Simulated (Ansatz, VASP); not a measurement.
**MgS in VASP and in Ansatz**

INCAR

```
SYSTEM = MgS
PREC     = Accurate       ! precision mode
ENCUT    = 600            ! plane-wave cutoff, eV
EDIFF    = 1E-6           ! SCF threshold, eV
ISMEAR   = 0              ! smearing method
SIGMA    = 0.02           ! smearing width, eV
LREAL    = .FALSE.        ! projectors in reciprocal space
LASPH    = .TRUE.         ! aspherical terms in the spheres
NELM     = 100            ! most SCF steps
ALGO     = Normal         ! electronic algorithm
ISIF     = 3              ! what is computed and relaxed
LWAVE    = .FALSE.        ! write WAVECAR
LCHARG   = .FALSE.        ! write CHGCAR
GGA      = PE             ! functional
IVDW     = 12             ! dispersion correction
IBRION   = 2              ! ionic algorithm
NSW      = 70             ! ionic steps
EDIFFG   = -0.005         ! ionic threshold
```

File KPOINTS:

```
regular mesh
0
G
  8 8 8
  0 0 0
```

The input POSCAR:

```
MgS
1.0
    0.0000000000      2.8486069961      2.8486069961
    2.8486069961      0.0000000000      2.8486069961
    2.8486069961      2.8486069961      0.0000000000
Mg S
1 1
Direct
    0.0000000000      0.0000000000      0.0000000000
    0.7500000000      0.7500000000      0.7500000000
```

Input for Ansatz:

```yaml
crystal:
  lattice:
    - [0.0, 2.8486069961, 2.8486069961]
    - [2.8486069961, 0.0, 2.8486069961]
    - [2.8486069961, 2.8486069961, 0.0]
  atoms:
    - { symbol: Mg, position: [0.0, 0.0, 0.0] }
    - { symbol: S, position: [0.75, 0.75, 0.75] }
basis:
  ecutwfc: 420
kpoints:
  mp_grid: { grid: [8, 8, 8] }
hamiltonian:
  xc: pbe
  dispersion: d3bj
scf:
  occupations: { method: gaussian, width: 0.02 }
output:
  forces: true
  stress: true
  eigenvalues: true
relax:
  adjacent_minimum: "off"
  f_tol: 0.005
  max_steps: 50
  cell: { stress_tol: 0.05 }
```

Alike in both runs: task relaxation of cell and atoms; functional PBE; dispersion D3(BJ); k mesh 8 × 8 × 8; occupations gaussian, width 0.02 eV; no spin polarisation.

|  | VASP | Ansatz |
| --- | --- | --- |
| version | VASP 6.6.1 | Ansatz 0.2.0 |
| potentials or method | VASP PAW PBE potentials, release 64 (Mg, S) | scalar-relativistic, plane waves, PAW |
| plane-wave cutoff (eV) | 600 | 420 |
| valence electrons in the cell | 8 | 16 |

```csv
,VASP,Ansatz,Ansatz less VASP
"gap on the k mesh at the Fermi level, each at its own relaxed structure (eV)",3.56,3.56,0.000
relaxed volume (Å³/atom),22.22,22.25,+0.033
relaxed cell length with the largest relative difference (Å),3.976,3.978,+0.0019
energy change over the relaxation (meV/atom),-6,-6,+0.7
```

The two sets of potentials don't hold the same shells in valence.

A k mesh can miss the band edges.
